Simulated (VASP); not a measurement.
# CF₄: convergence, self-consistent run

CF₄, molecule in box, 5 atoms in the cell. PBE with TS; PAW potentials F, C (PBE set). VASP 6.6.1.

Wanted: energy within 2 meV/atom; pressure within 0.1 GPa.

POSCAR:
```
CF4
1.0
   12.0000000000      0.0000000000      0.0000000000
    0.0000000000     11.0000000000      0.0000000000
    0.0000000000      0.0000000000     11.0000000000
F C
4 1
Direct
    0.4174333300      0.4852545500      0.5919863600
    0.5847333300      0.4373818200      0.5402227300
    0.4496083300      0.4115000000      0.4141954500
    0.5046583300      0.5923181800      0.4586954500
    0.4891083300      0.4816181800      0.5012772700
```

## Inputs of the Tkatchenko-Scheffler term

| Inputs of the Tkatchenko-Scheffler term | Energy less reference (meV/atom) | Pressure (GPa) | SCF iterations | Time (s) |
|---|---|---|---|---|
| default | 0.0 | 0.27 | 25 | 168 |
| VDW_RADIUS = 15 | 0.0 | 0.27 | 25 | 161 |
| VDW_RADIUS = 100 | 0.0 | 0.27 | 25 | 161 |
| VDW_SR = 0.9 | -0.2 | 0.27 | 25 | 151 |
| VDW_D = 15.0 | -1.0 | 0.27 | 25 | 158 |
| VDW_ALPHA = 3.800 12.000, VDW_C6AU = 9.520 46.600 | 0.0 | 0.27 | 25 | 155 |
| VDW_ALPHA = 3.800 12.000, VDW_C6AU = 10.472 51.260 | 0.0 | 0.27 | 25 | 155 |
| LVDW_ONECELL = .TRUE. .TRUE. .TRUE. | 0.1 | 0.27 | 25 | 159 |

Chosen: default; no other choice that stays within half of the tolerance saves 30 % of the time.

## The input

INCAR:
```
SYSTEM = CF4
PREC     = Accurate       ! precision mode
ENCUT    = 520            ! plane-wave cutoff, eV
EDIFF    = 1E-7           ! SCF threshold, eV
ISMEAR   = 0              ! smearing method
SIGMA    = 0.02           ! smearing width, eV
LREAL    = .FALSE.        ! projectors in reciprocal space
LASPH    = .TRUE.         ! aspherical terms in the spheres
ALGO     = Normal         ! electronic algorithm
NELM     = 100            ! most SCF steps
ISIF     = 2              ! what is computed and relaxed
LWAVE    = .FALSE.        ! write WAVECAR
LCHARG   = .FALSE.        ! write CHGCAR
IVDW     = 2              ! dispersion correction
```

KPOINTS:
```
k-points
0
Gamma
  1 1 1
```

Commands:
```
cat potpaw_PBE.64/F/POTCAR potpaw_PBE.64/C/POTCAR > POTCAR
mpirun -np 1 vasp_std > vasp.out
```

The chosen input took VASP 6.6.1 168 s on 1 core (Intel Xeon Platinum 8259CL @ 2.50GHz (Skylake/Cascade Lake)), a shared host.
